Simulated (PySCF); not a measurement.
**Telling isomers of C3H9N apart by NMR**

- spin–spin couplings from B3LYP/pcJ-1 (spin–dipole term left out of most H,H and C,H couplings)
- geometry from GFN2-xTB
- shieldings: GIAO PBE0/pcSseg-1
- program: PySCF
- one computed conformer, fast rotation and ring inversion assumed for equivalent nuclei, no solvent, non-relativistic

Chemical shifts δ = σref − σ; 1H (σ = 31.72 ppm) and 13C (σ = 186.93 ppm) vs TMS, all at this level. Multiplet labels drop J under 1 Hz and among equivalent protons, and merge close values. Unscaled 3J(H,H) run several per cent high. Shifts are as computed. Against solution values, carbons near 30 ppm lie about +3 ppm off and those near 130 ppm about +5 ppm. Of 1211 compounds with measured shifts, 218 miss one by over three times the rms of a fit or turn the order of signals round; such compounds aren't used in these exercises. Across acyclic CH2–CH2 and CH–CH2 bonds, 3J(H,H) assumes equally populated rotamers. OH and NH positions are gas-phase values without hydrogen bonding to other molecules.

(1) Tabulate the signals of `CN(C)C`, `CCCN`, `CC(C)N` and their relative energies.

(2) What is the quickest way to tell CCCN from CC(C)N?

(3) What is the quickest way to tell CN(C)C from CC(C)N?

(4) What is the quickest way to tell CN(C)C from CCCN?

Results:

(1) 
| SMILES | carbon types | δC | δH | E rel. (kcal/mol) |
| --- | --- | --- | --- | --- |
| CN(C)C | 3×CH3 | 48.9 | 2.13 (s, 9H) | 12.4 |
| CCCN | 2×CH2 1×CH3 | 51.0, 30.6, 14.0 | 2.87 (t, 2H), 1.49 (sext, 2H), 0.99 (t, 3H), 0.52 (br s, 2H) | 2.7 |
| CC(C)N | 1×CH 2×CH3 | 47.2, 27.1 | 3.41 (sept, 1H), 1.03 (d, 6H), 0.70 (br s, 2H) | 0.0 |

Energies are electronic energies at PBE0/pcSseg-1 on these geometries, without zero-point or thermal terms, each for the one conformer computed, which needn't be the lowest.

(2) Count the carbon signals: 3 against 2. The first has an sp3 CH2 bonded to N at 51.0 ppm, the second an sp3 CH bonded to N at 47.2 ppm. In the proton spectra the most deshielded non-exchanging signals are 2.87 (t, J = 7.2 Hz, 2H) and 3.41 (sept, J = 6.3 Hz, 1H).

(3) Count the carbon signals: 1 against 2. The first has a methyl carbon bonded to N (CH3) at 48.9 ppm, the second an sp3 CH bonded to N at 47.2 ppm. In the proton spectra the most deshielded non-exchanging signals are 2.13 (s, 9H) and 3.41 (sept, J = 6.3 Hz, 1H).

(4) Count the carbon signals: 1 against 3. The first has a methyl carbon bonded to N (CH3) at 48.9 ppm, the second an sp3 CH2 bonded to N at 51.0 ppm. In the proton spectra the most deshielded non-exchanging signals are 2.13 (s, 9H) and 2.87 (t, J = 7.2 Hz, 2H).
